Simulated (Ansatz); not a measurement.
## Re(0001) with 2 layers of random Re-Nb, 2x2: scattering by chemical disorder

Wanted: resistance against the alloy's length, first Re(0001) with 2 layers of random Re-Nb, 2x2.

Calculated with Ansatz 0.2.0; Ansatz plane-wave DFT, PBE, PAW files; ballistic transport by layer matching (Landauer), zero bias; PAW set soft_1.

## Step 1: Starting point

The cell holds 48 atoms: 47 Re and 1 Nb. Its edges and angles: a = 5.522 Å, b = 5.522 Å, c = 26.749 Å, α = 90.0°, β = 90.0°, γ = 120.0°. It derives from Re. Regions: lead, 40 atoms (40 Re); scattering region, 8 atoms (7 Re and 1 Nb). The structure is stacked along c, and the current runs across the ab planes.

## Step 2: With 2 alloy layers

In 2 layers a share of 0.125 of the sites is given to Nb at random. The layers about the cell's end stay perfect and serve as the lead. Energies from -0.05 to 0.05 eV in steps of 0.05 eV are too few for the program's thermal sum, so it prints no conductance; for a metal the transmission near the Fermi level serves, at a fraction of the cost.

The input, input.yaml:

```yaml
crystal:
  lattice:
    - [5.5216, 0.0, 0.0]
    - [-2.7608, 4.7818458695, 0.0]
    - [0.0, 0.0, 26.7492]
  atoms:
    - { symbol: Re, position: [0.1666666667, 0.3333333333, 0.0416666667] }
    - { symbol: Re, position: [0.1666666667, 0.8333333333, 0.0416666667] }
    - { symbol: Re, position: [0.6666666667, 0.3333333333, 0.0416666667] }
    - { symbol: Re, position: [0.6666666667, 0.8333333333, 0.0416666667] }
    - { symbol: Re, position: [0.3333333333, 0.1666666667, 0.125] }
    - { symbol: Re, position: [0.3333333333, 0.6666666667, 0.125] }
    - { symbol: Re, position: [0.8333333333, 0.1666666667, 0.125] }
    - { symbol: Re, position: [0.8333333333, 0.6666666667, 0.125] }
    - { symbol: Re, position: [0.1666666667, 0.3333333333, 0.2083333333] }
    - { symbol: Re, position: [0.1666666667, 0.8333333333, 0.2083333333] }
    - { symbol: Re, position: [0.6666666667, 0.3333333333, 0.2083333333] }
    - { symbol: Re, position: [0.6666666667, 0.8333333333, 0.2083333333] }
    - { symbol: Re, position: [0.3333333333, 0.1666666667, 0.2916666667] }
    - { symbol: Re, position: [0.3333333333, 0.6666666667, 0.2916666667] }
    - { symbol: Re, position: [0.8333333333, 0.1666666667, 0.2916666667] }
    - { symbol: Re, position: [0.8333333333, 0.6666666667, 0.2916666667] }
    - { symbol: Re, position: [0.1666666667, 0.3333333333, 0.375] }
    - { symbol: Re, position: [0.1666666667, 0.8333333333, 0.375] }
    - { symbol: Re, position: [0.6666666667, 0.3333333333, 0.375] }
    - { symbol: Re, position: [0.6666666667, 0.8333333333, 0.375] }
    - { symbol: Re, position: [0.3333333333, 0.1666666667, 0.4583333333] }
    - { symbol: Re, position: [0.3333333333, 0.6666666667, 0.4583333333] }
    - { symbol: Re, position: [0.8333333333, 0.1666666667, 0.4583333333] }
    - { symbol: Re, position: [0.8333333333, 0.6666666667, 0.4583333333] }
    - { symbol: Re, position: [0.1666666667, 0.3333333333, 0.5416666667] }
    - { symbol: Re, position: [0.1666666667, 0.8333333333, 0.5416666667] }
    - { symbol: Nb, position: [0.6666666667, 0.3333333333, 0.5416666667] }
    - { symbol: Re, position: [0.6666666667, 0.8333333333, 0.5416666667] }
    - { symbol: Re, position: [0.3333333333, 0.1666666667, 0.625] }
    - { symbol: Re, position: [0.3333333333, 0.6666666667, 0.625] }
    - { symbol: Re, position: [0.8333333333, 0.1666666667, 0.625] }
    - { symbol: Re, position: [0.8333333333, 0.6666666667, 0.625] }
    - { symbol: Re, position: [0.1666666667, 0.3333333333, 0.7083333333] }
    - { symbol: Re, position: [0.1666666667, 0.8333333333, 0.7083333333] }
    - { symbol: Re, position: [0.6666666667, 0.3333333333, 0.7083333333] }
    - { symbol: Re, position: [0.6666666667, 0.8333333333, 0.7083333333] }
    - { symbol: Re, position: [0.3333333333, 0.1666666667, 0.7916666667] }
    - { symbol: Re, position: [0.3333333333, 0.6666666667, 0.7916666667] }
    - { symbol: Re, position: [0.8333333333, 0.1666666667, 0.7916666667] }
    - { symbol: Re, position: [0.8333333333, 0.6666666667, 0.7916666667] }
    - { symbol: Re, position: [0.1666666667, 0.3333333333, 0.875] }
    - { symbol: Re, position: [0.1666666667, 0.8333333333, 0.875] }
    - { symbol: Re, position: [0.6666666667, 0.3333333333, 0.875] }
    - { symbol: Re, position: [0.6666666667, 0.8333333333, 0.875] }
    - { symbol: Re, position: [0.3333333333, 0.1666666667, 0.9583333333] }
    - { symbol: Re, position: [0.3333333333, 0.6666666667, 0.9583333333] }
    - { symbol: Re, position: [0.8333333333, 0.1666666667, 0.9583333333] }
    - { symbol: Re, position: [0.8333333333, 0.6666666667, 0.9583333333] }
kpoints:
  mp_grid: { grid: [5, 5, 1] }
hamiltonian:
  xc: pbe
  pseudopotentials: { kind: paw, azcp: { folder: soft_1 } }
scf:
  occupations: { method: fermi_dirac, width: 0.1 }
output:
  transmission:
    leads: [[0, 8]]
    kmesh: [10, 10]
    e_range: [-0.05, 0.05]
    de: 0.05
  write_potential: true
  write_density: true
  volumetric_format: npy
```

The run is started by

```console
ansatz run input.yaml --threads 4 --pin off --max-ram 15360MiB --backend cpu --events-out ev --progress --plain --runs-dir out
```

Numbers of over 12 decimals in the logs are rounded to 6 here.

The log of the run:

```text
Engine: ansatz 0.2.0, x86_64-unknown-linux-gnu
Pseudopotentials: kind: paw
Pseudopotential: Re, paw, valence charge 15, recommended cutoff 420 eV (normal), soft_1/Re.paw.azcp
Pseudopotential: Nb, paw, valence charge 13, recommended cutoff 420 eV (normal), soft_1/Nb.paw.azcp
Functional definition: PBE
  parameter kappa = 0.804
  parameter beta = 0.066725
  exchange = pbe_x(kappa = kappa, mu = beta*pi^2/3)
  correlation = pbe_c(beta = beta)
Crystal: 48 atoms, lattice volume = 706.271 Å³
Basis set: ecut = 420 eV, 13787 PW (Γ)
Bands: 431, of which v1, the nominal top of the filled ones, is band 359 counted from 1 (358 counted from 0)
Symmetry: 12 space group operations
Space group: P-6m2 (ITA 187), of the structure as read, at distance tolerance 8.9e-5 Å
k-points: 5 of 25 (time reversal used)
Non-local potential: Re, projectors of the file, l = 0: 3, l = 1: 2, l = 2: 2, l = 3: 1
Non-local potential: Nb, projectors of the file, l = 0: 3, l = 1: 2, l = 2: 2, l = 3: 1
PAW form: soft (Blöchl's): semilocal exchange-correlation on the pseudo side does not see the compensation charge
PAW one-centre angular grid: Re, 590 points (default); XC on 64 Gauss nodes
PAW one-centre angular grid: Nb, 590 points (default); XC on 64 Gauss nodes
Initial density: superposition of atomic densities (chi_scale 0.1, normalization cell, long waves 17 % of neutral atoms (reshape's long-wave potential 1.17 eV rms, cloud 3.15 Å wide))
Initial wavefunctions: pseudopotential atomic-orbital guess
Functional: x = pbe(κ = 0.804, μ = 0.219515), c = pbe(β = 0.066725)
SCF iter   1: F=—  HF=-515439.918659 eV  |F-HF|=—  |Δ(HF+E_count)|=         —  Δρ=9.08e-2  dr2=3.63e3  ethr=3.10e-3  ⟨swp⟩=5.0  Hψ=6646  notcnv=0  defer=1
preconditioner: auto → Kerker (q_TF=auto, 2.736 Å⁻¹)  [metal: Δε(μ)=0.002 eV  Ē_g=5.674 eV  σ=0.100 eV  W_gap=0.01  n_scr=268 (ndim 8)  ℏωp=25.5 eV  f_vac=0.000  D(μ)=43.77/eV (n_scr^D=418)]
SCF iter   2: F=—  HF=-515421.245141 eV  |F-HF|=—  |Δ(HF+E_count)|=    1.87e1  Δρ=5.59e-2  dr2=1.63e3  ethr=3.10e-3  ⟨swp⟩=3.0  Hψ=3506  notcnv=0  defer=92
SCF iter   3: F=—  HF=-515409.176448 eV  |F-HF|=—  |Δ(HF+E_count)|=    1.21e1  Δρ=1.16e-2  dr2=4.86e0  ethr=3.10e-3  ⟨swp⟩=3.2  Hψ=5698  notcnv=0  defer=88
SCF iter   4: F=—  HF=-515408.946841 eV  |F-HF|=—  |Δ(HF+E_count)|=   2.30e-1  Δρ=2.97e-3  dr2=5.58e0  ethr=6.77e-4  ⟨swp⟩=2.0  Hψ=2674  notcnv=0  defer=88
SCF iter   5: F=—  HF=-515408.910353 eV  |F-HF|=—  |Δ(HF+E_count)|=   3.65e-2  Δρ=1.18e-3  dr2=9.27e-1  ethr=6.77e-4  ⟨swp⟩=1.0  Hψ=2067  notcnv=0  defer=88
SCF iter   6: F=—  HF=-515408.903640 eV  |F-HF|=—  |Δ(HF+E_count)|=   6.71e-3  Δρ=2.30e-4  dr2=2.74e-2  ethr=1.29e-4  ⟨swp⟩=1.0  Hψ=2067  notcnv=0  defer=88
SCF iter   7: F=—  HF=-515408.903391 eV  |F-HF|=—  |Δ(HF+E_count)|=   2.49e-4  Δρ=3.00e-5  dr2=1.95e-4  ethr=3.82e-6  ⟨swp⟩=1.0  Hψ=2067  notcnv=0  defer=88
SCF iter   8: F=—  HF=-515408.903450 eV  |F-HF|=—  |Δ(HF+E_count)|=   5.94e-5  Δρ=6.57e-6  dr2=7.49e-6  ethr=2.72e-8  ⟨swp⟩=1.0  Hψ=2067  notcnv=0  defer=88
SCF iter   9: F=—  HF=-515408.905049 eV  |F-HF|=—  |Δ(HF+E_count)|=   1.60e-3  Δρ=1.10e-6  dr2=2.64e-8  ethr=1.39e-11  ⟨swp⟩=8.2  Hψ=6285  notcnv=0
SCF iter  10: F=-515408.905049 eV  HF=-515408.905049 eV  |F-HF|=9.31e-10  |Δ(HF+E_count)|=   1.69e-9  Δρ=1.84e-7  dr2=9.73e-10  ethr=3.68e-12  ⟨swp⟩=1.0  Hψ=5152  notcnv=0
SCF 1 converged in 10 iterations: F = -515408.905049 eV  dr2 = 9.73e-10
  greatest PAW one-centre occupation: 1.000 electrons in one spin orbital (limit 2), on the Re atom at site 2 (counted from 0), in its partial waves of l = 0
transmission: 70 of 700 steps passed
transmission: 141 of 700 steps passed
[...]
transmission: 700 of 700 steps passed
SCF converged after 10 iterations
Free energy (F): -515408.905049 eV
Harris-Foulkes:  -515408.905049 eV  (|F-HF|=9.31e-10)
Internal energy: -515407.545442 eV  (E = F + TS)
E sigma→0 (E₀):  -515408.225246 eV
Entropy (-TS):   -1.359607 eV (-28.325 meV/atom)
Fermi energy:    24.016672 eV
--- Per-component energies (eV) ---
  E_band       = -3333.621169
  E_kinetic    = 24982.464132
  E_local      = -36892.475980  (includes V_loc(G=0)·N_el)
  E_nonlocal   = 3863.626680
  E_hartree    = 12904.513983
  E_xc         = -16936.268810
  E_vxc        = -13851.460919  (∫ρ·V_xc dr)
  E_paw        = -412200.846427  (= ΣΔE_a)
  E_vpaw       = -7244.806235  (= ΣTr[D̂ρ^β])
  E_aug_tail   = 0.002440  (compensation charges beyond the density's cutoff)
  E_ewald      = -91128.561461
  E_smearing   = -1.359607  (= −TS)
  E_closure    = 0.000000  (closes the sum)
  Σ components = -515408.905049   (vs F -515408.905049, Δ=0.00e0)
--- Band table (eV; the first three rows and the last of 5) ---
  k-point 0: bands = [... 355 lower, 24.4137, 24.4929, 24.4929, 24.6501, 24.6501, 24.6687, 24.7479, 24.7479, ... 68 higher]
  k-point 1: bands = [... 355 lower, 24.0869, 24.1390, 24.1628, 24.2329, 24.3097, 24.3471, 24.3636, 24.3694, ... 68 higher]
  k-point 2: bands = [... 355 lower, 23.5697, 23.6643, 23.6888, 23.8425, 23.8497, 23.9188, 23.9879, 23.9891, ... 68 higher]
  k-point 4: bands = [... 355 lower, 23.8572, 23.8840, 23.8855, 23.9223, 23.9318, 23.9580, 24.0017, 24.0794, ... 68 higher]
--- Transmission ---
  basis      : 235 plane waves across, 50 finite elements along
  points     : 14, standing for a mesh of 10 x 10
  energies   : 3 from -0.050000 to 0.050000 eV about the Fermi level, 0.050000 eV apart; the leads are filled to 0.000000 eV, and channels, transmission and decay are at 0.000000 eV
  crystal 0  : Re8, at the sites [0, 8], period 4.4582 Å, over 24.52 Å; its Hamiltonian steps by up to 9.6 meV
    offset         : up to 0.0000 Å between an atom of the period and one for which it stands
    channels       : 5.380000e0 a spin
    conductance    : none, the energies end too early or step too widely for 300 K: set another output.transmission.e_range or a lower de, or, where they end at an eighth of basis.ecutwfc, a higher one
  junction   : crystal 0 to crystal 0, 1.53 to 23.82 Å
    transmission   : 4.544603e0 a spin
    conductance    : none, the energies end too early or step too widely for 300 K: set another output.transmission.e_range or a lower de, or, where they end at an eighth of basis.ecutwfc, a higher one
```

Elapsed: 2.2 min, on 4 threads of Intel Xeon Platinum 8375C at 2.90GHz (Ice Lake), shared host; peak memory 5.6 GiB.

In the SCF lines HF is the Harris–Foulkes energy and dr2 the Hartree energy of the density residual, in eV; the loop may stop once dr2 is under the threshold and the program's other checks hold. Hψ counts applications of the Hamiltonian.

Numbers from this step:

```yaml
free_energy: -515408.9050 eV
energy_at_zero_smearing: -515408.2252 eV
fermi_energy: 24.02 eV
cell_area: 26.40 Å²
transmission_per_spin_nearest_the_fermi_level: 4.545
open_channels_per_spin_nearest_the_fermi_level: 5.38
step_of_the_lead_s_potential: 9.6 meV
```

Per spin. The transmission, zone mean by energy, zero at the Fermi level:

```csv
energy (eV),"transmission, zone mean"
-0.0500,4.45
0.0000,4.54
0.0500,4.28
```

Per spin. The open channels, zone mean, lead by energy, zero at the Fermi level:

```csv
energy (eV),"open channels, zone mean, lead"
-0.0500,5.32
0.0000,5.38
0.0500,5.14
```

Transmission over k1 and k2. At 0.0000 eV from the Fermi level.

Ten even steps from '0' (2.67) to '9' (9.64):
```
1200021101
1010010100
1007970011
1009999001
1217999712
1100999900
1110079700
1001010010
1101120002
1111111111
```
Columns: k1 (b1) from -0.5 to 0.4; rows upwards: k2 (b2) from -0.5 to 0.4.

Open channels over k1 and k2. At 0.0000 eV from the Fermi level.

Ten even steps from '0' (3.0) to '9' (11.0):
```
1310131111
2111111211
2018881021
1118998111
1318989813
1111899811
2120188810
2112111111
1111131013
1122111221
```
Columns: k1 (b1) from -0.5 to 0.4; rows upwards: k2 (b2) from -0.5 to 0.4.

Over the solved energies the transmission per spin lies between 4.28 and 4.54, out of 5.28 channels of the lead on average (up to 5.38).

## Step 3: With 6 alloy layers

In 6 layers a share of 0.125 of the sites is given to Nb at random. A fresh draw is used; the growth of the resistance with length is what counts.

System of this step: Re(0001) with 6 layers of random Re-Nb, 2x2. The cell holds 64 atoms: 61 Re and 3 Nb. Cell: a = 5.522 Å, b = 5.522 Å, c = 35.666 Å, α = 90.0°, β = 90.0°, γ = 120.0°. It derives from Re. Regions: lead, 40 atoms (40 Re); scattering region, 24 atoms (21 Re and 3 Nb). The structure is stacked along c, and the current runs across the ab planes.

The input, input.yaml:

```yaml
crystal:
  lattice:
    - [5.5216, 0.0, 0.0]
    - [-2.7608, 4.7818458695, 0.0]
    - [0.0, 0.0, 35.6656]
  atoms:
    - { symbol: Re, position: [0.1666666667, 0.3333333333, 0.03125] }
    - { symbol: Re, position: [0.1666666667, 0.8333333333, 0.03125] }
    - { symbol: Re, position: [0.6666666667, 0.3333333333, 0.03125] }
    - { symbol: Re, position: [0.6666666667, 0.8333333333, 0.03125] }
    - { symbol: Re, position: [0.3333333333, 0.1666666667, 0.09375] }
    - { symbol: Re, position: [0.3333333333, 0.6666666667, 0.09375] }
    - { symbol: Re, position: [0.8333333333, 0.1666666667, 0.09375] }
    - { symbol: Re, position: [0.8333333333, 0.6666666667, 0.09375] }
    - { symbol: Re, position: [0.1666666667, 0.3333333333, 0.15625] }
    - { symbol: Re, position: [0.1666666667, 0.8333333333, 0.15625] }
    - { symbol: Re, position: [0.6666666667, 0.3333333333, 0.15625] }
    - { symbol: Re, position: [0.6666666667, 0.8333333333, 0.15625] }
    - { symbol: Re, position: [0.3333333333, 0.1666666667, 0.21875] }
    - { symbol: Re, position: [0.3333333333, 0.6666666667, 0.21875] }
    - { symbol: Re, position: [0.8333333333, 0.1666666667, 0.21875] }
    - { symbol: Re, position: [0.8333333333, 0.6666666667, 0.21875] }
    - { symbol: Re, position: [0.1666666667, 0.3333333333, 0.28125] }
    - { symbol: Re, position: [0.1666666667, 0.8333333333, 0.28125] }
    - { symbol: Re, position: [0.6666666667, 0.3333333333, 0.28125] }
    - { symbol: Re, position: [0.6666666667, 0.8333333333, 0.28125] }
    - { symbol: Re, position: [0.3333333333, 0.1666666667, 0.34375] }
    - { symbol: Nb, position: [0.3333333333, 0.6666666667, 0.34375] }
    - { symbol: Re, position: [0.8333333333, 0.1666666667, 0.34375] }
    - { symbol: Re, position: [0.8333333333, 0.6666666667, 0.34375] }
    - { symbol: Re, position: [0.1666666667, 0.3333333333, 0.40625] }
    - { symbol: Re, position: [0.1666666667, 0.8333333333, 0.40625] }
    - { symbol: Re, position: [0.6666666667, 0.3333333333, 0.40625] }
    - { symbol: Re, position: [0.6666666667, 0.8333333333, 0.40625] }
    - { symbol: Nb, position: [0.3333333333, 0.1666666667, 0.46875] }
    - { symbol: Re, position: [0.3333333333, 0.6666666667, 0.46875] }
    - { symbol: Re, position: [0.8333333333, 0.1666666667, 0.46875] }
    - { symbol: Re, position: [0.8333333333, 0.6666666667, 0.46875] }
    - { symbol: Re, position: [0.1666666667, 0.3333333333, 0.53125] }
    - { symbol: Nb, position: [0.1666666667, 0.8333333333, 0.53125] }
    - { symbol: Re, position: [0.6666666667, 0.3333333333, 0.53125] }
    - { symbol: Re, position: [0.6666666667, 0.8333333333, 0.53125] }
    - { symbol: Re, position: [0.3333333333, 0.1666666667, 0.59375] }
    - { symbol: Re, position: [0.3333333333, 0.6666666667, 0.59375] }
    - { symbol: Re, position: [0.8333333333, 0.1666666667, 0.59375] }
    - { symbol: Re, position: [0.8333333333, 0.6666666667, 0.59375] }
    - { symbol: Re, position: [0.1666666667, 0.3333333333, 0.65625] }
    - { symbol: Re, position: [0.1666666667, 0.8333333333, 0.65625] }
    - { symbol: Re, position: [0.6666666667, 0.3333333333, 0.65625] }
    - { symbol: Re, position: [0.6666666667, 0.8333333333, 0.65625] }
    - { symbol: Re, position: [0.3333333333, 0.1666666667, 0.71875] }
    - { symbol: Re, position: [0.3333333333, 0.6666666667, 0.71875] }
    - { symbol: Re, position: [0.8333333333, 0.1666666667, 0.71875] }
    - { symbol: Re, position: [0.8333333333, 0.6666666667, 0.71875] }
    - { symbol: Re, position: [0.1666666667, 0.3333333333, 0.78125] }
    - { symbol: Re, position: [0.1666666667, 0.8333333333, 0.78125] }
    - { symbol: Re, position: [0.6666666667, 0.3333333333, 0.78125] }
    - { symbol: Re, position: [0.6666666667, 0.8333333333, 0.78125] }
    - { symbol: Re, position: [0.3333333333, 0.1666666667, 0.84375] }
    - { symbol: Re, position: [0.3333333333, 0.6666666667, 0.84375] }
    - { symbol: Re, position: [0.8333333333, 0.1666666667, 0.84375] }
    - { symbol: Re, position: [0.8333333333, 0.6666666667, 0.84375] }
    - { symbol: Re, position: [0.1666666667, 0.3333333333, 0.90625] }
    - { symbol: Re, position: [0.1666666667, 0.8333333333, 0.90625] }
    - { symbol: Re, position: [0.6666666667, 0.3333333333, 0.90625] }
    - { symbol: Re, position: [0.6666666667, 0.8333333333, 0.90625] }
    - { symbol: Re, position: [0.3333333333, 0.1666666667, 0.96875] }
    - { symbol: Re, position: [0.3333333333, 0.6666666667, 0.96875] }
    - { symbol: Re, position: [0.8333333333, 0.1666666667, 0.96875] }
    - { symbol: Re, position: [0.8333333333, 0.6666666667, 0.96875] }
kpoints:
  mp_grid: { grid: [5, 5, 1] }
hamiltonian:
  xc: pbe
  pseudopotentials: { kind: paw, azcp: { folder: soft_1 } }
scf:
  occupations: { method: fermi_dirac, width: 0.1 }
output:
  transmission:
    leads: [[0, 8]]
    kmesh: [10, 10]
    e_range: [-0.05, 0.05]
    de: 0.05
  write_potential: true
  write_density: true
  volumetric_format: npy
```

The log of the run:

```text
[...]
Crystal: 64 atoms, lattice volume = 941.695 Å³
Basis set: ecut = 420 eV, 18377 PW (Γ)
Bands: 573, of which v1, the nominal top of the filled ones, is band 477 counted from 1 (476 counted from 0)
Symmetry: 1 space group operations
[...]
k-points: 13 of 25 (time reversal used)
[...]
SCF iter   1: F=—  HF=-676695.597349 eV  |F-HF|=—  |Δ(HF+E_count)|=         —  Δρ=6.33e-2  dr2=2.10e2  ethr=3.10e-3  ⟨swp⟩=5.0  Hψ=22312  notcnv=0
[...]
SCF iter   8: F=-676682.212348 eV  HF=-676682.212348 eV  |F-HF|=1.35e-8  |Δ(HF+E_count)|=   5.98e-8  Δρ=1.06e-6  dr2=1.98e-8  ethr=1.05e-11  ⟨swp⟩=8.0  Hψ=18050  notcnv=0
SCF 1 converged in 8 iterations: F = -676682.212348 eV  dr2 = 1.98e-8
[...]
transmission: 339 of 3380 steps passed
transmission: 676 of 3380 steps passed
[...]
transmission: 3380 of 3380 steps passed
SCF converged after 8 iterations
Free energy (F): -676682.212348 eV
[...]
Internal energy: -676680.407037 eV  (E = F + TS)
E sigma→0 (E₀):  -676681.309692 eV
Entropy (-TS):   -1.805311 eV (-28.208 meV/atom)
Fermi energy:    23.979552 eV
[...]
--- Band table (eV; the first three rows and the last of 13) ---
  k-point 0: bands = [... 473 lower, 24.4518, 24.4915, 24.5141, 24.6152, 24.6867, 24.6988, 24.9278, 24.9561, ... 92 higher]
  k-point 1: bands = [... 473 lower, 24.1304, 24.1438, 24.1641, 24.2061, 24.2496, 24.2612, 24.2870, 24.2966, ... 92 higher]
  k-point 2: bands = [... 473 lower, 23.6345, 23.6687, 23.7004, 23.7277, 23.7456, 23.7873, 23.8430, 23.8862, ... 92 higher]
  k-point 12: bands = [... 473 lower, 23.7161, 23.7272, 23.7589, 23.7890, 23.8035, 23.8465, 23.9341, 23.9453, ... 92 higher]
--- Transmission ---
  basis      : 235 plane waves across, 65 finite elements along
  points     : 52, standing for a mesh of 10 x 10
[...]
channels       : 5.380000e0 a spin
[...]
junction   : crystal 0 to crystal 0, -1.53 to 29.68 Å
    transmission   : 3.677056e0 a spin
[...]
```

Elapsed: 10 min, on 4 threads; peak memory 10 GiB.

This step gave:

```
free energy                                   : -676682.2123 eV
energy at zero smearing                       : -676681.3097 eV
Fermi energy                                  : 23.98 eV
transmission per spin nearest the Fermi level : 3.677
step of the lead's potential                  : 5 meV
```

Per spin. The transmission, zone mean by energy, zero at the Fermi level:

```csv
energy (eV),"transmission, zone mean"
-0.0500,3.50
0.0000,3.68
0.0500,3.65
```

Over the solved energies the transmission per spin lies between 3.50 and 3.68, out of 5.27 channels of the lead on average (up to 5.38).

(Continued in part 2 of 2.)

[Logs are printed without paths, hosts, clocks, repeated set-up lines and the standing remarks that a program may print on its own settings, such as how far it seeks lower states.]

[Hosts, paths, dates, database ids (printed as entryN), source tags and the programs' standing remarks are cut or masked in the printed files.]
